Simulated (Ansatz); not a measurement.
Start from CsPbI$_{3}$ in the cubic perovskite structure (space group Pm-3m, No. 221).

```
CELL_PARAMETERS angstrom
      6.39047     0.00000     0.00000
      0.00000     6.39047     0.00000
      0.00000     0.00000     6.39047
ATOMIC_POSITIONS crystal
  Cs 0.00000 0.00000 0.00000
  Pb 0.50000 0.50000 0.50000
  I  0.00000 0.50000 0.50000
  I  0.50000 0.50000 0.00000
  I  0.50000 0.00000 0.50000
```

Cartesian axes are those of the cell as printed.

Level of theory: PBE (Ansatz, an electronic-structure program), no spin-orbit coupling.

Base values:

The band gap is 1.48 eV and the hole mass is 0.15 mₑ (at R). The shortest interatomic distance is 6.038 bohr.

Perturbation: the cell is compressed by 4.02 % along x with no lateral relaxation, atoms relaxed at fixed cell.

Estimate the effect on the band gap, stress, hole mass and shortest interatomic distance.

The band gap drops by 0.24 eV (1.48 eV → 1.24 eV); the stress (xx, yy, zz, yz, xz, xy; compression positive) amounts to (1.77, 0.22, 0.22, 0.00, 0.00, 0.00) GPa; the hole mass becomes 0.099 mₑ along x, 0.15 mₑ across (at R) (base: 0.15 mₑ (at R)); the shortest interatomic distance drops by 0.243 bohr to 5.795 bohr.

Spin-orbit coupling, missing from the scalar runs, can matter with I and Pb. The cells carry an imposed strain or load. Effective masses come from finite differences of ±0.01 Å⁻¹. Stability against distortions was not tested. Many cubic perovskites are stable only at high temperature; tilts and polar distortions were not tested. This is not the structure that CsPbI3 has at room temperature and ambient pressure.
